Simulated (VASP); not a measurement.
# BaTiO3 (P4mm) in VASP: single point with HSE06

Aim: the single point of BaTiO3 with HSE06.

Everything below comes from runs of VASP 6.6.1. Logs are shortened: lines on timing, memory, paths and dates and some standing lists are left out, and cuts for length are marked.

### 1 The crystal as given

Symmetry: P4mm, No. 99, tetragonal system. The conventional cell has a = 3.967 Å, b = 3.967 Å, c = 4.066 Å, α = 90.00°, β = 90.00°, γ = 90.00°. Ba (site symmetry 4mm) is surrounded by 12 O at 2.79 to 2.89 Å. Ti (site symmetry 4mm) has 5 O at 1.84 to 1.99 Å as nearest neighbours. Around O (site symmetry 2mm) lie 2 Ti at 1.99 Å. O (site symmetry 4mm) is surrounded by 1 Ti at 1.84 Å.

The cell is a database's computed one.

### 2 Single point, HSE06

POSCAR

```
BaTiO3
1.0
    3.9665800000      0.0000000000      0.0000000000
    0.0000000000      3.9665800000      0.0000000000
    0.0000000000      0.0000000000      4.0656500000
Ba Ti O
1 1 3
Direct
    0.5000000000      0.5000000000      0.5821900000
    0.0000000000      0.0000000000      0.0986100000
    0.0000000000      0.5000000000      0.0638500000
    0.5000000000      0.0000000000      0.0638500000
    0.0000000000      1.0000000000      0.5515000000
```

INCAR.step1

```
SYSTEM = BaTiO3
PREC = Accurate ; ENCUT = 520
EDIFF = 1E-5 ; ISMEAR = 0
SIGMA = 0.02 ; LREAL = .FALSE.
LASPH = .TRUE. ; NELM = 100
ALGO = Normal ; ISIF = 2
LWAVE = .TRUE. ; LCHARG = .FALSE.
GGA = PE
```

INCAR.step2

```
SYSTEM = BaTiO3
PREC = Accurate ; ENCUT = 520
EDIFF = 1E-6 ; ISMEAR = 0
SIGMA = 0.02 ; LREAL = .FALSE.
LASPH = .TRUE. ; NELM = 100
ALGO = Normal ; ISIF = 2
LWAVE = .FALSE. ; LCHARG = .FALSE.
GGA = PE ; LHFCALC = .TRUE.
HFSCREEN = 0.2 ; PRECFOCK = Fast
ISTART = 1
```

KPOINTS

```
regular mesh
0
G
  4 4 4
  0 0 0
```

Potentials or basis: VASP PAW PBE potentials, release 64 (Ba_sv, Ti_sv, O).

On the command line:

```
cat potpaw_PBE.64/Ba_sv/POTCAR potpaw_PBE.64/Ti_sv/POTCAR potpaw_PBE.64/O/POTCAR > POTCAR
cp INCAR.step1 INCAR
mpirun -np 1 vasp_std > vasp.out
cp INCAR.step2 INCAR
mpirun -np 1 vasp_std > vasp.out
```

OUTCAR:

```text
SYSTEM = BaTiO3
   PREC = Accurate
   ENCUT = 520
   EDIFF = 1E-6
   ISMEAR = 0
   LREAL = .FALSE.
   LASPH = .TRUE.
   NELM = 100
   ISIF = 2
   GGA = PE
   LHFCALC = .TRUE.
   HFSCREEN = 0.2
   PRECFOCK = Fast
   ISTART = 1

 ion  position               nearest neighbor table
   1  0.500  0.500  0.582-   3 2.79   4 2.79   4 2.79   3 2.79   5 2.81   5 2.81   5 2.81   5 2.81
                             3 2.89   4 2.89   3 2.89   4 2.89   2 3.43   2 3.43   2 3.43   2 3.43
   2  0.000  0.000  0.099-   5 1.84   4 1.99   3 1.99   3 1.99   4 1.99   5 2.22   1 3.43   1 3.43
                             1 3.43   1 3.43   1 3.50   1 3.50   1 3.50   1 3.50
   3  0.000  0.500  0.064-   2 1.99   2 1.99   1 2.79   1 2.79   1 2.89   1 2.89
   4  0.500  0.000  0.064-   2 1.99   2 1.99   1 2.79   1 2.79   1 2.89   1 2.89
   5  0.000  0.000  0.551-   2 1.84   2 2.22   1 2.81   1 2.81   1 2.81   1 2.81

  LATTYP: Found a simple tetragonal cell.
 ALAT       =     3.9665800000
 C/A-ratio  =     1.0249761760

  Lattice vectors:

 A1 = (   3.9665800000,   0.0000000000,   0.0000000000)
 A2 = (   0.0000000000,   3.9665800000,   0.0000000000)
 A3 = (   0.0000000000,   0.0000000000,   4.0656500000)

Analysis of symmetry for initial positions (statically):
=====================================================================
 Subroutine PRICEL returns:
 Original cell was already a primitive cell.

 Routine SETGRP: Setting up the symmetry group for a
 simple tetragonal supercell.

 Subroutine GETGRP returns: Found  8 space group operations
 (whereof  8 operations were pure point group operations)
 out of a pool of 16 trial point group operations.

The static configuration has the point symmetry C_4v.

Analysis of symmetry for dynamics (positions and initial velocities):
=====================================================================
 Subroutine PRICEL returns:
 Original cell was already a primitive cell.

 Routine SETGRP: Setting up the symmetry group for a
 simple tetragonal supercell.

 Subroutine GETGRP returns: Found  8 space group operations
 (whereof  8 operations were pure point group operations)
 out of a pool of 16 trial point group operations.

The dynamic configuration has the point symmetry C_4v.

 Subroutine INISYM returns: Found  8 space group operations
 (whereof  8 operations are pure point group operations),
[... 103 lines left out ...]
   POTIM  = 0.5000    time-step for ionic-motion
   TEBEG  =    0.0;   TEEND  =   0.0 temperature during run
   PSTRESS=    0.0 pullay stress
   NELECT =      40.0000    total number of electrons
   NUPDOWN=      -1.0000    fix difference up-down
   EMIN   =  10.00;   EMAX   =-10.00  energy-range for DOS
   EFERMI =   0.00;   METHOD = LEGACY
   ISMEAR =     0;   SIGMA  =   0.02  broadening in eV -4-tet -1-fermi 0-gaus
   EFERMI_NEDOS =   21; number of points for ismear=-14 and -15
   IALGO  =     38    algorithm
   IMIX   =      1    mixing-type and parameters
     AMIX     =   0.40;   BMIX     =  1.00
     AMIX_MAG =   1.60;   BMIX_MAG =  1.00
  volume/ion in A,a.u.               =      12.79        86.34
  Fermi-wavevector in a.u.,A,eV,Ry     =   1.399933  2.645490 26.664879  1.959813
  Thomas-Fermi vector in A             =   2.522944
   LORBIT       =      0    0 simple, 1 ext, 2 COOP (PROOUT), +10 PAW based schemes
   GGA     = PE    functional components
   LHFCALC =     T    Hartree Fock is set to
   PRECFOCK=fast      Normal, Fast or Accurate (Low or Medium for compatibility)
   ENCUT4O =  -1.0   cutoff for four orbital integrals eV
   NKREDX  =     1    reduce k-point grid by
   NKREDY  =     1    reduce k-point grid by
   NKREDZ  =     1    reduce k-point grid by
   AEXX    =    0.2500 exact exchange contribution
   HFSCREEN=    0.2000 screening length (either q_TF or 0.3 A-1)
   HFSCREENC=   0.2000 screening length for correlation (either q_TF or 0.3 A-1)
   ENCUTFOCK=  -1.0 apply spherical cutoff to Coloumb kernel
   IVDW    =     0    specifies the selected vdW correction
   LEPSILON=     F    determine dielectric tensor
   LRPA    =     F    only Hartree local field effects (RPA)
 non-spin polarized calculation
 Gauss-broadening in eV      SIGMA  =   0.02
  energy-cutoff  :      520.00
  volume of cell :       63.97
 maximum number of plane-waves:      1759
 NGX is ok and might be reduce to    30
  NGX = 18; NGY = 18; NGZ = 18

 number of electron      39.9999985 magnetization

 Free energy of the ion-electron system (eV)
  ---------------------------------------------------
  ext. energy  EPLUGINS =         0.00000000
  ---------------------------------------------------
  free energy    TOTEN  =       -48.52532190 eV

  energy without entropy =      -48.52532190  energy(sigma->0) =      -48.52532190

 E-fermi :   3.0772     XC(G=0):  -9.2413

 val. band max:        2.9171453242   @ k =   0.5000   0.5000   0.5000
 cond. band min:       6.1863573881   @ k =   0.0000   0.0000   0.0000
 fundamental gap:      3.2692120639
 Fermi energy:         3.0771511047

 k-point     1 :       0.0000    0.0000    0.0000
  band No.  band energies     occupation
      1     -58.0074      2.00000
      2     -32.6407      2.00000
      3     -32.5577      2.00000
      4     -32.5577      2.00000
      5     -23.3646      2.00000
      6     -15.7194      2.00000
[... 475 lines left out ...]
     23       8.9280      0.00000
     24      10.9433      0.00000

------------------------ aborting loop because EDIFF is reached ----------------------------------------

  FORCE on cell =-STRESS in cart. coord.  units (eV):
  Direction    XX          YY          ZZ          XY          YZ          ZX
  --------------------------------------------------------------------------------------
  -------------------------------------------------------------------------------------
  Total        0.4226640      0.4226640      0.3011146      0.0000000     -0.0000000      0.0000000
  in kB       10.5862801     10.5862801      7.5418861      0.0000000     -0.0000000      0.0000000
  external PRESSURE =       9.5714821 kB  Pullay stress =       0.0000000 kB

 VOLUME and BASIS-vectors are now :
 -----------------------------------------------------------------------------
  energy-cutoff  :      520.00
  volume of cell :       63.97
      direct lattice vectors                 reciprocal lattice vectors
     3.966580000  0.000000000  0.000000000     0.252106349  0.000000000  0.000000000
     0.000000000  3.966580000  0.000000000     0.000000000  0.252106349  0.000000000
     0.000000000  0.000000000  4.065650000     0.000000000  0.000000000  0.245963130

 POSITION                                       TOTAL-FORCE (eV/Angst)
 -----------------------------------------------------------------------------------
      1.98329      1.98329      2.36698        -0.000000      0.000000     -0.009311
      0.00000      0.00000      0.40091         0.000000     -0.000000      0.253720
      0.00000      1.98329      0.25959         0.000000      0.000000      0.025318
      1.98329      0.00000      0.25959        -0.000000      0.000000      0.025318
      0.00000      0.00000      2.24221         0.000000      0.000000     -0.295045
 -----------------------------------------------------------------------------------
    total drift:                               -0.000001     -0.000000     -0.000432

  FREE ENERGIE OF THE ION-ELECTRON SYSTEM (eV)
  ---------------------------------------------------
  free  energy   TOTEN  =       -48.5253219019 eV

  energy  without entropy=      -48.5253219019  energy(sigma->0) =      -48.52532190
```

OUTCAR.step1:

```text
SYSTEM = BaTiO3
   PREC = Accurate
   ENCUT = 520
   EDIFF = 1E-5
   ISMEAR = 0
   LREAL = .FALSE.
[... 715 lines left out ...]
      0.00000      1.98329      0.25959         0.000000     -0.000000     -0.036215
      1.98329      0.00000      0.25959         0.000000     -0.000000     -0.036215
      0.00000      0.00000      2.24221         0.000000      0.000000      0.069286
 -----------------------------------------------------------------------------------
    total drift:                                0.000000     -0.000000     -0.000891

  FREE ENERGIE OF THE ION-ELECTRON SYSTEM (eV)
  ---------------------------------------------------
  free  energy   TOTEN  =       -39.9732646885 eV

  energy  without entropy=      -39.9732646885  energy(sigma->0) =      -39.97326469
```

OSZICAR.step1:

```text
N       E                     dE             d eps       ncg     rms          rms(c)
DAV:   1     0.446345761340E+03    0.44635E+03   -0.20248E+04   864   0.177E+03
DAV:   2    -0.421951917374E+01   -0.45057E+03   -0.44484E+03  1096   0.483E+02
DAV:   3    -0.490702291593E+02   -0.44851E+02   -0.44808E+02  1264   0.145E+02
DAV:   4    -0.506712894819E+02   -0.16011E+01   -0.16003E+01  1232   0.263E+01
DAV:   5    -0.507012047436E+02   -0.29915E-01   -0.29914E-01  1224   0.306E+00    0.236E+01
DAV:   6    -0.400990729886E+02    0.10602E+02   -0.73950E+01  1312   0.787E+01    0.101E+01
DAV:   7    -0.401105146980E+02   -0.11442E-01   -0.11791E+01  1104   0.258E+01    0.669E+00
DAV:   8    -0.399558194670E+02    0.15470E+00   -0.10307E+00  1152   0.100E+01    0.276E+00
DAV:   9    -0.399847683535E+02   -0.28949E-01   -0.22244E-01  1144   0.352E+00    0.112E+00
DAV:  10    -0.399745209855E+02    0.10247E-01   -0.80007E-02  1152   0.287E+00    0.407E-01
DAV:  11    -0.399733725236E+02    0.11485E-02   -0.84368E-03  1320   0.768E-01    0.771E-02
DAV:  12    -0.399732814549E+02    0.91069E-04   -0.50060E-04   992   0.199E-01    0.370E-02
DAV:  13    -0.399732651497E+02    0.16305E-04   -0.21560E-04  1144   0.152E-01    0.151E-02
DAV:  14    -0.399732646885E+02    0.46120E-06   -0.45296E-05   984   0.649E-02
   1 F= -.39973265E+02 E0= -.39973265E+02  d E =-.229221E-26
```

Wall time 37 min (1 thread of Intel Xeon Platinum 8259CL at 2.50GHz (Skylake/Cascade Lake), shared host); peak memory 0.3 GiB.

Results:

- Free energy: -48.5253 eV
- Pressure: 1.0 GPa
- Largest force: 0.295 eV/Å
- Band gap on the k mesh: 3.27 eV, indirect (least direct gap 3.67 eV)

Forces on the atoms (eV/Å):
```
Ba   0.000  0.000 -0.009
Ti   0.000  0.000  0.254
O    0.000  0.000  0.025
O    0.000  0.000  0.025
O    0.000  0.000 -0.295
```

Stress tensor (GPa, compression positive):
```
1.06 0.00 0.00
0.00 1.06 0.00
0.00 0.00 0.75
```

Levels at points of the mesh, in eV from the valence-band top:
```
           k point  band 16  band 17  band 18  band 19  band 20  band 21  band 22  band 23  band 24
(0.00, 0.00, 0.00)    -1.54    -1.34    -0.55    -0.40    -0.40     3.27     3.65     3.65     5.55
(0.50, 0.00, 0.00)    -2.13    -2.03    -1.82    -1.29    -1.12     3.79     5.20     5.26     5.60
(0.50, 0.50, 0.00)    -3.09    -2.09    -1.10    -1.10    -0.08     5.29     5.29     5.78     6.05
(0.00, 0.00, 0.50)    -2.16    -2.16    -2.11    -0.77    -0.77     3.44     5.19     5.19     5.55
(0.50, 0.00, 0.50)    -2.90    -1.98    -1.08    -1.04    -0.33     5.21     5.24     5.64     6.47
(0.50, 0.50, 0.50)    -2.65    -2.65    -0.25    -0.25     0.00     5.92     5.92     6.01     8.03
```

Caveat: the PAW data sets were made with another functional, which shifts forces and pressure a little; spin-orbit coupling is left out, which moves the levels of the heavy elements. A k mesh can miss the band edges.
